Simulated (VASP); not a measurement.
# PbSe (Clausthalite) (Fm-3m) in VASP: further runs, part 2 of 2

VASP 6.6.1.

## (3) Single point, PBEsol

This run uses another cell than the first one, of 28.38 Å³/atom, 1.032 times its volume.

Input file INCAR:

```
PREC     = Accurate       # precision mode
ENCUT    = 520            # plane-wave cutoff, eV
EDIFF    = 1E-7           # SCF threshold, eV
ISMEAR   = -1             # smearing method
SIGMA    = 0.02           # smearing width, eV
LREAL    = False          # projectors in reciprocal space
LASPH    = True           # aspherical terms in the spheres
NELM     = 80             # most SCF steps
ALGO     = Normal         # electronic algorithm
ISIF     = 2              # what is computed and relaxed
LWAVE    = False          # write WAVECAR
LCHARG   = False          # write CHGCAR
GGA      = PS             # functional
NBANDS   = 17             # bands
```

Input file KPOINTS:

```
regular mesh
0
Gamma
  6 6 6
```

Input file POSCAR:

```
PbSe
1.0
    0.0000000000      3.0502966236      3.0502966236
    3.0502966236      0.0000000000      3.0502966236
    3.0502966236      3.0502966236      0.0000000000
Pb Se
1 1
Direct
    0.0000000000      0.0000000000      0.0000000000
    0.5000000000      0.5000000000      0.5000000000
```

Potentials or basis: VASP PAW PBE potentials, release 64 (Pb_d, Se).

The run is started by

```
$ cat potpaw_PBE.64/Pb_d/POTCAR potpaw_PBE.64/Se/POTCAR > POTCAR
$ mpirun -np 1 vasp_std > vasp.out
```

OUTCAR:

```text
PREC = Accurate
   ENCUT = 520
   EDIFF = 1E-7
   ISMEAR = -1
   LREAL = False
   LASPH = True
   NELM = 80
   ISIF = 2
   GGA = PS

 ion  position               nearest neighbor table
   1  0.000  0.000  0.000-   2 3.05   2 3.05   2 3.05   2 3.05   2 3.05   2 3.05
   2  0.500  0.500  0.500-   1 3.05   1 3.05   1 3.05   1 3.05   1 3.05   1 3.05

  LATTYP: Found a face centered cubic cell.
 ALAT       =     6.1005932472

  Lattice vectors:

 A1 = (   0.0000000000,   3.0502966236,   3.0502966236)
 A2 = (   3.0502966236,   0.0000000000,   3.0502966236)
 A3 = (   3.0502966236,   3.0502966236,   0.0000000000)

Analysis of symmetry for initial positions (statically):
=====================================================================
 Subroutine PRICEL returns:
 Original cell was already a primitive cell.

 Routine SETGRP: Setting up the symmetry group for a
 face centered cubic supercell.

 Subroutine GETGRP returns: Found 48 space group operations
 (whereof 48 operations were pure point group operations)
[... 150 lines left out ...]
  free energy    TOTEN  =        -8.92115209 eV

  energy without entropy =       -8.92104194  energy(sigma->0) =       -8.92109701

 E-fermi :   5.1276     XC(G=0):  -9.7670

 val. band max:        5.0427089881   @ k =   0.5000   0.0000   0.0000
 cond. band min:       5.2124232551   @ k =   0.5000   0.0000   0.0000
 fundamental gap:      0.1697142670
 Fermi energy:         5.1275661225

 k-point     1 :       0.0000    0.0000    0.0000
  band No.  band energies     occupation
      1     -11.7259      2.00000
      2     -11.7259      2.00000
      3     -11.7259      2.00000
      4     -11.7250      2.00000
      5     -11.7250      2.00000
      6      -8.6601      2.00000
[... 297 lines left out ...]
      4     -11.6958      2.00000
      5     -11.6782      2.00000
      6      -7.1450      2.00000
[... 9 lines left out ...]
     16      16.7083      0.00000
     17      17.6896      0.00000

------------------------ aborting loop because EDIFF is reached ----------------------------------------

  FORCE on cell =-STRESS in cart. coord.  units (eV):
  Direction    XX          YY          ZZ          XY          YZ          ZX
  --------------------------------------------------------------------------------------
  -------------------------------------------------------------------------------------
  Total       -0.0008624     -0.0008624     -0.0008624      0.0000000      0.0000000     -0.0000000
  in kB       -0.0243414     -0.0243414     -0.0243414      0.0000000      0.0000000     -0.0000000
  external PRESSURE =      -0.0243414 kB  Pullay stress =       0.0000000 kB

 VOLUME and BASIS-vectors are now :
 -----------------------------------------------------------------------------
  energy-cutoff  :      520.00
  volume of cell :       56.76
      direct lattice vectors                 reciprocal lattice vectors
     0.000000000  3.050296624  3.050296624    -0.163918485  0.163918485  0.163918485
     3.050296624  0.000000000  3.050296624     0.163918485 -0.163918485  0.163918485
     3.050296624  3.050296624  0.000000000     0.163918485  0.163918485 -0.163918485

 POSITION                                       TOTAL-FORCE (eV/Angst)
 -----------------------------------------------------------------------------------
      0.00000      0.00000      0.00000        -0.000000     -0.000000      0.000000
      3.05030      3.05030      3.05030         0.000000      0.000000     -0.000000
 -----------------------------------------------------------------------------------
    total drift:                                0.000000     -0.000000     -0.000000

  FREE ENERGIE OF THE ION-ELECTRON SYSTEM (eV)
  ---------------------------------------------------
  free  energy   TOTEN  =        -8.9211520920 eV

  energy  without entropy=       -8.9210419351  energy(sigma->0) =       -8.92109701
```

OSZICAR:

```text
N       E                     dE             d eps       ncg     rms          rms(c)
DAV:   1     0.155187749363E+03    0.15519E+03   -0.97637E+03   552   0.122E+03
DAV:   2     0.164584035148E+01   -0.15354E+03   -0.14779E+03   609   0.311E+02
DAV:   3    -0.893537097030E+01   -0.10581E+02   -0.10512E+02   712   0.865E+01
DAV:   4    -0.917100311245E+01   -0.23563E+00   -0.23553E+00   679   0.145E+01
DAV:   5    -0.917917972344E+01   -0.81766E-02   -0.81757E-02   730   0.253E+00    0.268E+00
DAV:   6    -0.892806630132E+01    0.25111E+00   -0.62077E-01   823   0.575E+00    0.152E+00
DAV:   7    -0.892083638275E+01    0.72299E-02   -0.97822E-02   686   0.158E+00    0.807E-01
DAV:   8    -0.892146674938E+01   -0.63037E-03   -0.98724E-03   673   0.107E+00    0.129E-01
DAV:   9    -0.892113187217E+01    0.33488E-03   -0.21548E-03   795   0.431E-01    0.434E-02
DAV:  10    -0.892115256302E+01   -0.20691E-04   -0.14255E-04   670   0.697E-02    0.149E-02
DAV:  11    -0.892115215372E+01    0.40930E-06   -0.23308E-05   755   0.472E-02    0.487E-03
DAV:  12    -0.892115208005E+01    0.73671E-07   -0.16858E-06   754   0.148E-02    0.951E-04
DAV:  13    -0.892115209205E+01   -0.11995E-07   -0.59684E-08   410   0.323E-03
   1 F= -.89211521E+01 E0= -.89210970E+01  d E =-.110157E-03
```

Run time: 13 s. Hardware: 1 thread of Intel Xeon Platinum 8375C at 2.90GHz (Ice Lake), shared host; peak memory 0.17 GiB.

What came out:

* Free energy: -8.9212 eV
* Pressure: 0.0 GPa
* Band gap on the k mesh: 0.17 eV, direct

Caveat: the PAW data sets were made with another functional, which shifts forces and pressure a little; spin-orbit coupling is left out, which moves the levels of the heavy elements.

## (4) Single point, PBE

This run uses another cell than the first one, of 30.02 Å³/atom, 1.092 times its volume.

Input file INCAR:

```
SYSTEM = PbSe
ALGO = Normal
EDIFF = 1E-6
ENCUT = 520
GGA = PE
ISIF = 2
ISMEAR = -1
LASPH = .True.
LCHARG = .False.
LREAL = .False.
LWAVE = .False.
NBANDS = 17
NELM = 80
PREC = Accurate
SIGMA = 0.02
```

Input file KPOINTS:

```
k-points
0
Gamma
  6 6 6
  0 0 0
```

Input file POSCAR:

```
PbSe
1.0
    0.0000000000      3.1080350091      3.1080350091
    3.1080350091      0.0000000000      3.1080350091
    3.1080350091      3.1080350091      0.0000000000
Pb Se
1 1
Direct
    0.0000000000      0.0000000000      0.0000000000
    0.5000000000      0.5000000000      0.5000000000
```

The run is started by

```
$ cat potpaw_PBE.64/Pb_d/POTCAR potpaw_PBE.64/Se/POTCAR > POTCAR
$ mpirun -np 1 vasp_std > vasp.out
```

It took 25 s on 1 thread of Intel Xeon Platinum 8375C at 2.90GHz (Ice Lake), shared host; peak memory 0.2 GiB.

It converged, with:

| Item | Value |
| --- | --- |
| Free energy | -8.2011 eV |
| Pressure | 0.0 GPa |
| Band gap on the k mesh | 0.44 eV, direct |

Levels at points of the mesh, in eV from the valence-band top:
```
           k point  band 6  band 7  band 8  band 9  band 10  band 11  band 12  band 13  band 14  band 15
(0.00, 0.00, 0.00)  -13.18   -6.34   -1.64   -1.64    -1.64     4.64     4.64     4.64     6.65     6.65
(0.50, 0.00, 0.00)  -12.22   -8.52   -1.26   -1.26     0.00     0.44     1.83     1.83     8.53    10.10
(0.50, 0.50, 0.00)  -11.92   -7.28   -4.57   -2.92    -2.92     3.92     5.47     5.47     5.88    11.23
```

Caveat: spin-orbit coupling is left out, which moves the levels of the heavy elements.

## (5) Single point, r2SCAN

This run uses another cell than the first one, of 29.47 Å³/atom, 1.072 times its volume.

Input file POSCAR:

```
PbSe
1.0
    0.0000000000      3.0886849872      3.0886849872
    3.0886849872      0.0000000000      3.0886849872
    3.0886849872      3.0886849872      0.0000000000
Pb Se
1 1
Direct
    0.0000000000      0.0000000000      0.0000000000
    0.5000000000      0.5000000000      0.5000000000
```

Input file INCAR.step1:

```
  PREC = Accurate
  ENCUT = 520
  ISMEAR = -1
  SIGMA = 0.02
  LREAL = F
  LASPH = T
  NELM = 100
  NBANDS = 17
  GGA = PE
  ALGO = Normal
  EDIFF = 1E-4
  LWAVE = T
  LCHARG = F
```

Input file INCAR.step2:

```
  PREC = Accurate
  ENCUT = 520
  EDIFF = 1E-6
  ISMEAR = -1
  SIGMA = 0.02
  LREAL = F
  LASPH = T
  NELM = 100
  ALGO = Normal
  ISIF = 2
  LWAVE = F
  LCHARG = T
  METAGGA = R2SCAN
  LMIXTAU = T
  LELF = T
  LVHAR = T
  NBANDS = 17
  ISTART = 1
```

Input file KPOINTS:

```
regular mesh
0
Gamma
  6 6 6
```

The run is started by

```
$ cat potpaw_PBE.64/Pb_d/POTCAR potpaw_PBE.64/Se/POTCAR > POTCAR
$ cp INCAR.step1 INCAR
$ mpirun -np 1 vasp_std > vasp.out
$ cp INCAR.step2 INCAR
$ mpirun -np 1 vasp_std > vasp.out
```

Wall time 39 s (1 thread of Intel Xeon Platinum 8375C at 2.90GHz (Ice Lake), shared host); peak memory 0.19 GiB.

It converged, with:

```yaml
Free_energy: -71.9411 eV
Pressure: 0.0 GPa
Band_gap_on_the_k_mesh: 0.67 eV, direct
```

Levels at points of the mesh, in eV from the valence-band top:
```csv
k point,band 6,band 7,band 8,band 9,band 10,band 11,band 12,band 13,band 14,band 15
"(0.00, 0.00, 0.00)",-13.89,-6.38,-1.88,-1.88,-1.88,5.00,5.00,5.00,7.04,7.04
"(0.50, 0.00, 0.00)",-12.85,-8.89,-1.48,-1.48,0.00,0.67,2.00,2.00,9.07,10.63
"(0.50, 0.50, 0.00)",-12.50,-7.48,-4.90,-3.19,-3.19,4.16,5.91,5.91,6.37,11.79
```

Caveat: the PAW data sets were made with another functional, which shifts forces and pressure a little; spin-orbit coupling is left out, which moves the levels of the heavy elements.

## (6) Relaxation of cell and atoms, PBE

This run uses another cell than the first one, of 28.67 Å³/atom, 1.043 times its volume.

Input file INCAR:

```
PREC = Accurate
ENCUT = 600
EDIFF = 1E-6
ISMEAR = -1
SIGMA = 0.02
LREAL = False
LASPH = True
NELM = 60
ALGO = Normal
ISIF = 3
LWAVE = False
LCHARG = False
GGA = PE
IBRION = 2
NSW = 80
EDIFFG = -0.005
```

Input file KPOINTS:

```
Automatic mesh
0
Gamma
  6 6 6
```

Input file POSCAR:

```
PbSe
1.0
    0.0000000000      3.0606500000      3.0606500000
    3.0606500000      0.0000000000      3.0606500000
    3.0606500000      3.0606500000      0.0000000000
Pb Se
1 1
Direct
    0.0000000000      0.0000000000      0.0000000000
    0.5000000000      0.5000000000      0.5000000000
```

Potentials or basis: VASP PAW PBE potentials, release 64 (Pb_d, Se).

The run is started by

```
$ cat potpaw_PBE.64/Pb_d/POTCAR potpaw_PBE.64/Se/POTCAR > POTCAR
$ mpirun -np 1 vasp_std > vasp.out
```

Wall time 44 s (1 thread of Intel Xeon Platinum 8375C at 2.90GHz (Ice Lake), shared host); peak memory 0.22 GiB.

It converged, with:

* Free energy: -8.2008 eV
* Relaxed volume: 30.03 Å³/atom
* Relaxed cell: a = 4.396 Å, b = 4.396 Å, c = 4.396 Å, α = 60.00°, β = 60.00°, γ = 60.00°
* Space group after relaxing (to 0.05 Å): Fm-3m (No. 225)
* Energy gained by relaxing: 9.8 meV/atom
* Ionic steps: 3
* Pressure after relaxing: 0.0 GPa
* Band gap on the k mesh: 0.44 eV, direct

Step by step:
```tsv
step	energy change (eV)	largest force (eV/Å)	pressure (GPa)	volume (Å³)
1	0.0000	0.0000	2.40	57.34
2	-0.0175	0.0000	-0.69	60.97
3	-0.0195	0.0000	0.02	60.05
```

Final structure:
```cif
data_structure
_symmetry_space_group_name_H-M 'P 1'
_symmetry_Int_Tables_number 1
_cell_length_a 4.3955
_cell_length_b 4.3955
_cell_length_c 4.3955
_cell_angle_alpha 60.000
_cell_angle_beta 60.000
_cell_angle_gamma 60.000
_cell_volume 60.05
loop_
_atom_site_label
_atom_site_type_symbol
_atom_site_fract_x
_atom_site_fract_y
_atom_site_fract_z
_atom_site_occupancy
Pb1 Pb 0.00000 0.00000 0.00000 1
Se1 Se 0.50000 0.50000 0.50000 1
```

Levels at points of the mesh, in eV from the valence-band top:
```csv
k point,band 8,band 9,band 10,band 11,band 12,band 13
"(0.00, 0.00, 0.00)",-1.64,-1.64,-1.64,4.64,4.64,4.64
"(0.50, 0.00, 0.00)",-1.26,-1.26,0.00,0.44,1.83,1.83
"(0.50, 0.50, 0.00)",-4.57,-2.92,-2.92,3.92,5.47,5.47
```

Caveat: spin-orbit coupling is left out, which moves the levels of the heavy elements.

## (7) The runs side by side

```tsv
task	level	potentials or basis	cell	cutoff (eV)	gap on the mesh (eV)	pressure (GPa)
single point	LDA	VASP PAW LDA potentials, release 64 (Pb_d, Se)	a = 4.269 Å, angles 60.0°, 2 atoms	520	0.02	0.1
single point	PBEsol	VASP PAW PBE potentials, release 64 (Pb_d, Se)	a = 4.314 Å, angles 60.0°, 2 atoms	520	0.17	0.0
single point	PBE	VASP PAW PBE potentials, release 64 (Pb_d, Se)	a = 4.395 Å, angles 60.0°, 2 atoms	520	0.44	0.0
single point	r2SCAN	VASP PAW PBE potentials, release 64 (Pb_d, Se)	a = 4.368 Å, angles 60.0°, 2 atoms	520	0.67	0.0
relaxation of cell and atoms	PBE	VASP PAW PBE potentials, release 64 (Pb_d, Se)	relaxed from a = 4.328 Å, angles 60.0°, 2 atoms	600	0.44	0.0
```

Alike in all rows: no spin polarisation; k mesh 6 × 6 × 6; smearing fermi-dirac 0.02 eV.

Caveats: spin-orbit coupling is left out, which moves the levels of the heavy elements; the PAW data sets were made with another functional, which shifts forces and pressure a little (some runs).

Total energies depend on the potentials used, so only differences within one code and one set of settings carry meaning.

## (8) Against experiment

Step 2. Measured gap of PbSe: 0.15 eV (direct; 4.2 K; a printed reference work, monograph). This calculation gives 0.02 eV (-0.13 eV). 2 values of this kind are on record (0.15 to 0.28 eV); this one was drawn at random. Spin-orbit coupling on Pb, Se is left out. The value is that of LDA on a finite k mesh, which can miss the band edges, without temperature or zero-point motion. Semilocal functionals fall short of measured gaps as a rule.

Step 3. Against the measured gap of PbSe, 0.28 eV (direct; 300 K; a printed reference work, monograph), the calculated 0.17 eV is off by -0.11 eV. 2 values of this kind are on record (0.15 to 0.28 eV); this one was drawn at random. Spin-orbit coupling on Pb, Se is left out. The value is that of PBEsol on a finite k mesh, which can miss the band edges, without temperature or zero-point motion. Semilocal functionals fall short of measured gaps as a rule.

Step 4. Against the measured gap of PbSe, 0.15 eV (direct; 4.2 K; a printed reference work, monograph), the calculated 0.44 eV is off by +0.29 eV. 2 values of this kind are on record (0.15 to 0.28 eV); this one was drawn at random. Spin-orbit coupling on Pb, Se is left out. The value is that of PBE on a finite k mesh, which can miss the band edges, without temperature or zero-point motion.

Step 5. Measured gap of PbSe: 0.28 eV (direct; 300 K; a printed reference work, monograph). This calculation gives 0.67 eV (+0.39 eV). 2 values of this kind are on record (0.15 to 0.28 eV); this one was drawn at random. Spin-orbit coupling on Pb, Se is left out. The value is that of r2SCAN on a finite k mesh, which can miss the band edges, without temperature or zero-point motion.
